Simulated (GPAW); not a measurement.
MgS (Niningerite):

```
CELL_PARAMETERS angstrom
0.00000 2.60165 2.60165
2.60165 0.00000 2.60165
2.60165 2.60165 0.00000
ATOMIC_POSITIONS crystal
S 0.50000 0.50000 0.50000
Mg 0.00000 0.00000 0.00000
```

Base run:

| Item | Value |
| --- | --- |
| Program | GPAW 26.7.0 |
| Functional | HSE06 |
| Potentials or basis | GPAW PAW data sets (gpaw-data 1.2.1) |
| Cutoff | 600 eV |
| Basis | pw |
| k mesh | 6 × 6 × 6 |
| Occupations | fermi-dirac, width 0.05 eV |
| Spin | no spin polarisation |

Its results: band gap on the k mesh 3.85 eV, indirect (least direct gap 4.85 eV).

Question: After a change of settings the same cell gave: band gap on the k mesh 3.32 eV, indirect (least direct gap 4.06 eV). Which change was it?
A. functional from HSE06 to PBE0; k mesh from 6 × 6 × 6 to 3 × 3 × 3
B. functional from HSE06 to PBE0; k mesh from 6 × 6 × 6 to 4 × 4 × 4
C. functional from HSE06 to BEEF-vdW; cutoff from 600 eV to 800 eV; k mesh from 6 × 6 × 6 to 7 × 7 × 7
D. k mesh from 6 × 6 × 6 to 4 × 4 × 4

Answer: C.

Caveats: the mesh misses the band edges, which the band path finds closer together (some runs).
